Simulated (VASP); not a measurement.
# NaCl (Fm-3m) in VASP: a series of runs, part 2 of 2

VASP 6.6.1.

## (4) Relaxation of cell and atoms, LDA

INCAR

```
SYSTEM = NaCl
ALGO = Normal
EDIFF = 1E-6
EDIFFG = -0.01
ENCUT = 600
IBRION = 2
ISIF = 3
ISMEAR = 0
LASPH = .TRUE.
LCHARG = .FALSE.
LREAL = .FALSE.
LWAVE = .FALSE.
NELM = 80
NSW = 90
PREC = Accurate
SIGMA = 0.03
```

KPOINTS

```
k-points
0
G
  8 8 8
  0 0 0
```

POSCAR

```
NaCl
1.0
    0.0000000000      2.8100000000      2.8100000000
    2.8100000000      0.0000000000      2.8100000000
    2.8100000000      2.8100000000      0.0000000000
Na Cl
1 1
Direct
    0.0000000000      0.0000000000      0.0000000000
    0.5000000000      0.5000000000      0.5000000000
```

Potentials or basis: VASP PAW LDA potentials, release 64 (Na_pv, Cl).

The run is started by

```sh
cat potpaw_LDA.64/Na_pv/POTCAR potpaw_LDA.64/Cl/POTCAR > POTCAR
mpirun -np 1 vasp_std > vasp.out
```

OUTCAR:

```text
SYSTEM = NaCl
   EDIFF = 1E-6
   EDIFFG = -0.01
   ENCUT = 600
   IBRION = 2
   ISIF = 3
   ISMEAR = 0
   LASPH = .TRUE.
   LREAL = .FALSE.
   NELM = 80
   NSW = 90
   PREC = Accurate

 ion  position               nearest neighbor table
   1  0.000  0.000  0.000-
   2  0.500  0.500  0.500-

  LATTYP: Found a face centered cubic cell.
 ALAT       =     5.6200000000

  Lattice vectors:

 A1 = (   0.0000000000,   2.8100000000,   2.8100000000)
 A2 = (   2.8100000000,   0.0000000000,   2.8100000000)
 A3 = (   2.8100000000,   2.8100000000,   0.0000000000)

Analysis of symmetry for initial positions (statically):
=====================================================================
 Subroutine PRICEL returns:
 Original cell was already a primitive cell.

 Routine SETGRP: Setting up the symmetry group for a
 face centered cubic supercell.

 Subroutine GETGRP returns: Found 48 space group operations
 (whereof 48 operations were pure point group operations)
 out of a pool of 48 trial point group operations.

The static configuration has the point symmetry O_h .

Analysis of symmetry for dynamics (positions and initial velocities):
=====================================================================
[... 303 lines left out ...]

 number of electron      14.0000002 magnetization

 Free energy of the ion-electron system (eV)
  ---------------------------------------------------
  ext. energy  EPLUGINS =         0.00000000
  ---------------------------------------------------
  free energy    TOTEN  =        -7.38970933 eV

  energy without entropy =       -7.38970933  energy(sigma->0) =       -7.38970933

 E-fermi :  -0.2210     XC(G=0):  -9.1278

 val. band max:       -0.3728535166   @ k =   0.0000   0.0000   0.0000
 cond. band min:       4.6984647338   @ k =   0.0000   0.0000   0.0000
 fundamental gap:      5.0713182504
 Fermi energy:        -0.2209993280

 k-point     1 :       0.0000    0.0000    0.0000
  band No.  band energies     occupation
      1     -21.0033      2.00000
      2     -21.0033      2.00000
      3     -21.0033      2.00000
      4     -13.1901      2.00000
      5      -0.3729      2.00000
      6      -0.3729      2.00000
      7      -0.3729      2.00000
      8       4.6985      0.00000
      9      10.5549      0.00000
     10      10.5549      0.00000
     11      10.5549      0.00000
[... 309 lines left out ...]
 k-point    24 :      -0.3750    0.2500    0.1250
  band No.  band energies     occupation
      1     -21.0416      2.00000
      2     -21.0161      2.00000
      3     -21.0101      2.00000
      4     -12.6825      2.00000
      5      -2.3759      2.00000
      6      -1.3142      2.00000
      7      -0.8838      2.00000
      8       7.8333      0.00000
      9       9.1943      0.00000
     10       9.9709      0.00000
     11      11.3918      0.00000

 [... further k-points ...]

------------------------ aborting loop because EDIFF is reached ----------------------------------------

  FORCE on cell =-STRESS in cart. coord.  units (eV):
  Direction    XX          YY          ZZ          XY          YZ          ZX
  --------------------------------------------------------------------------------------
  -------------------------------------------------------------------------------------
  Total       -0.0185781     -0.0185781     -0.0185781     -0.0000000      0.0000000      0.0000000
  in kB       -0.7280852     -0.7280852     -0.7280852     -0.0000000      0.0000000      0.0000000
  external PRESSURE =      -0.7280852 kB  Pullay stress =       0.0000000 kB
[... 17 lines left out ...]
  FREE ENERGIE OF THE ION-ELECTRON SYSTEM (eV)
  ---------------------------------------------------
  free  energy   TOTEN  =        -7.3897093264 eV

  energy  without entropy=       -7.3897093264  energy(sigma->0) =       -7.38970933

 reached required accuracy - stopping structural energy minimisation
```

OSZICAR:

```text
N       E                     dE             d eps       ncg     rms          rms(c)
DAV:   1     0.103189710152E+03    0.10319E+03   -0.79307E+03   638   0.139E+03
DAV:   2     0.222550902174E+01   -0.10096E+03   -0.93724E+02   697   0.296E+02
DAV:   3    -0.734965449840E+01   -0.95752E+01   -0.95116E+01   767   0.906E+01
[... 37 lines left out ...]
DAV:   1    -0.739075579163E+01   -0.10544E-02   -0.22927E-02   716   0.235E+00    0.204E-01
DAV:   2    -0.738988797666E+01    0.86781E-03   -0.14868E-03   704   0.401E-01    0.815E-02
DAV:   3    -0.738973127533E+01    0.15670E-03   -0.31409E-04   722   0.202E-01    0.396E-02
DAV:   4    -0.738970969340E+01    0.21582E-04   -0.10722E-05   935   0.463E-02    0.283E-03
DAV:   5    -0.738970932635E+01    0.36705E-06   -0.10406E-06   340   0.114E-02
   5 F= -.73897093E+01 E0= -.73897093E+01  d E =-.264444E-01
```

It took 13 s on 1 thread of Intel Xeon 6975P-C (Granite Rapids), shared host; peak memory 0.16 GiB.

Results:

- Free energy: -7.3897 eV
- Relaxed volume: 20.44 Å³/atom
- Relaxed cell: a = 3.867 Å, b = 3.867 Å, c = 3.867 Å, α = 60.00°, β = 60.00°, γ = 60.00°
- Space group after relaxing (to 0.05 Å): Fm-3m (No. 225)
- Energy gained by relaxing: 13.2 meV/atom
- Ionic steps: 5
- Pressure after relaxing: -0.1 GPa
- Band gap on the k mesh: 5.07 eV, direct

Step by step:
| step | energy change (eV) | largest force (eV/Å) | pressure (GPa) | volume (Å³) |
| --- | --- | --- | --- | --- |
| 1 | 0.0000 | 0.0000 | -2.19 | 44.38 |
| 2 | -0.0203 | 0.0000 | -1.24 | 42.46 |
| 3 | -0.0246 | 0.0000 | 0.59 | 39.98 |
| 4 | -0.0264 | 0.0000 | 0.10 | 40.74 |
| 5 | -0.0264 | 0.0000 | -0.07 | 40.88 |

Final structure:
```
Na Cl
1.0
     0.00000    2.73422    2.73422
     2.73422    0.00000    2.73422
     2.73422    2.73422    0.00000
Na Cl
1 1
Direct
  0.00000 0.00000 0.00000
  0.50000 0.50000 0.50000
```

LDA gaps usually lie below the measured ones, often by a third to a half. Zero-point motion and thermal expansion aren't in these numbers.

## (5) Relaxation of cell and atoms, LDA

This run uses another cell than the first one, of 20.44 Å³/atom, 0.921 times its volume.

INCAR: that of step 4 with these lines changed.

```diff
@@ -2,4 +2,4 @@
 ALGO = Normal
-EDIFF = 1E-6
-EDIFFG = -0.01
+EDIFF = 1E-7
+EDIFFG = -0.005
 ENCUT = 600
```

KPOINTS is that of step 4.

POSCAR

```
NaCl                                    
1.0
    0.0000000000      2.7342198651      2.7342198651
    2.7342198651     -0.0000000000      2.7342198651
    2.7342198651      2.7342198651      0.0000000000
  Na              Cl            
     1     1
Direct
     0.0000000000000000    0.0000000000000000    0.0000000000000000
     0.5000000000000000    0.5000000000000000    0.5000000000000000
```

The run is started by

```sh
cat potpaw_LDA.64/Na_pv/POTCAR potpaw_LDA.64/Cl/POTCAR > POTCAR
mpirun -np 1 vasp_std > vasp.out
```

It took 6 s on 1 thread of Intel Xeon 6975P-C (Granite Rapids), shared host; peak memory 0.15 GiB.

Results (log left out):

* Free energy: -7.3894 eV
* Relaxed volume: 20.43 Å³/atom
* Relaxed cell: a = 3.866 Å, b = 3.866 Å, c = 3.866 Å, α = 60.00°, β = 60.00°, γ = 60.00°
* Space group after relaxing (to 0.05 Å): Fm-3m (No. 225)
* Energy gained by relaxing: 0.0 meV/atom
* Ionic steps: 2
* Pressure after relaxing: 0.0 GPa
* Band gap on the k mesh: 5.07 eV, direct

Final structure:
```
Na Cl
1.0
     0.00000    2.73351    2.73351
     2.73351    0.00000    2.73351
     2.73351    2.73351    0.00000
Na Cl
1 1
Direct
  0.00000 0.00000 0.00000
  0.50000 0.50000 0.50000
```

Levels at points of the mesh, in eV from the valence-band top:
| k point | band 4 | band 5 | band 6 | band 7 | band 8 | band 9 | band 10 | band 11 |
| --- | --- | --- | --- | --- | --- | --- | --- | --- |
| (0.00, 0.00, 0.00) | -12.82 | 0.00 | 0.00 | 0.00 | 5.07 | 10.93 | 10.93 | 10.93 |
| (0.50, 0.00, 0.00) | -12.35 | -2.33 | -0.33 | -0.33 | 7.05 | 10.90 | 10.90 | 11.04 |
| (0.50, 0.50, 0.00) | -12.30 | -2.01 | -0.72 | -0.72 | 7.43 | 7.64 | 11.61 | 15.17 |

## (6) Relaxation of cell and atoms, PBEsol

INCAR

```
PREC = Accurate
ENCUT = 600
EDIFF = 1E-6
ISMEAR = 0
SIGMA = 0.03
LREAL = F
LASPH = T
NELM = 80
ALGO = Normal
ISIF = 3
LWAVE = F
LCHARG = F
GGA = PS
IBRION = 2
NSW = 90
EDIFFG = -0.01
KPAR = 4
```

KPOINTS

```
regular mesh
0
Gamma
  8 8 8
```

POSCAR

```
NaCl
1.0
    0.0000000000      2.8100000000      2.8100000000
    2.8100000000      0.0000000000      2.8100000000
    2.8100000000      2.8100000000      0.0000000000
Na Cl
1 1
Direct
    0.0000000000      0.0000000000      0.0000000000
    0.5000000000      0.5000000000      0.5000000000
```

Potentials or basis: VASP PAW PBE potentials, release 64 (Na_pv, Cl).

The run is started by

```sh
cat potpaw_PBE.64/Na_pv/POTCAR potpaw_PBE.64/Cl/POTCAR > POTCAR
mpirun -np 4 vasp_std > vasp.out
```

It took 6.6 s on 4 MPI ranks of AMD EPYC 9R45 (Zen 5), shared host; peak memory 0.15 GiB.

Results (log left out):

| Quantity | Value |
| --- | --- |
| Free energy | -6.9987 eV |
| Relaxed volume | 22.07 Å³/atom |
| Relaxed cell | a = 3.967 Å, b = 3.967 Å, c = 3.967 Å, α = 60.00°, β = 60.00°, γ = 60.00° |
| Space group after relaxing (to 0.05 Å) | Fm-3m (No. 225) |
| Energy gained by relaxing | 0.1 meV/atom |
| Ionic steps | 3 |
| Pressure after relaxing | -0.1 GPa |
| Band gap on the k mesh | 4.99 eV, direct |

The path:
```tsv
step	energy change (eV)	largest force (eV/Å)	pressure (GPa)	volume (Å³)
1	0.0000	0.0000	-0.19	44.38
2	-0.0002	0.0000	-0.08	44.20
3	-0.0002	0.0000	-0.05	44.15
```

Final structure:
```xyz
2
Lattice="0.0000 2.8052 2.8052 2.8052 0.0000 2.8052 2.8052 2.8052 0.0000" Properties=species:S:1:pos:R:3 pbc="T T T"
Na    0.0000    0.0000    0.0000
Cl    2.8052    2.8052    2.8052
```

Levels at points of the mesh, in eV from the valence-band top:
```tsv
k point	band 3	band 4	band 5	band 6	band 7	band 8	band 9	band 10	band 11
(0.00, 0.00, 0.00)	-20.62	-12.68	0.00	0.00	0.00	4.99	11.01	11.01	11.01
(0.50, 0.00, 0.00)	-20.62	-12.32	-2.02	-0.28	-0.28	7.10	10.63	10.90	10.90
(0.50, 0.50, 0.00)	-20.63	-12.27	-1.75	-0.63	-0.63	7.48	7.88	11.24	14.76
```

Caveat: the PAW data sets were made with another functional, which shifts forces and pressure a little.

## (7) The runs side by side

```csv
task,level,potentials or basis,cell,gap on the mesh (eV),pressure (GPa),relaxed volume (Å³/atom)
relaxation of the atoms,PBEsol,"VASP PAW PBE potentials, release 64 (Na_pv, Cl)",atoms relaxed from: a relaxed cell with its volume scaled by 1.04,4.85,-1.0,-
relaxation of the atoms,PBEsol,"VASP PAW PBE potentials, release 64 (Na_pv, Cl)",atoms relaxed from: a relaxed cell with its volume scaled by 1.06,4.79,-1.3,-
relaxation of cell and atoms,LDA,"VASP PAW LDA potentials, release 64 (Na_pv, Cl)",relaxed,5.07,0.0,20.43
relaxation of cell and atoms,PBEsol,"VASP PAW PBE potentials, release 64 (Na_pv, Cl)",relaxed,4.99,-0.1,22.07
```

Alike in all rows: no spin polarisation; k mesh 8 × 8 × 8; cutoff (eV) 600; smearing gaussian 0.03 eV.

Caveats: the PAW data sets were made with another functional, which shifts forces and pressure a little (some runs); the relaxation stopped at its first step, so nothing moved (some runs).

Absolute energies hang on the potentials; compare differences alone.
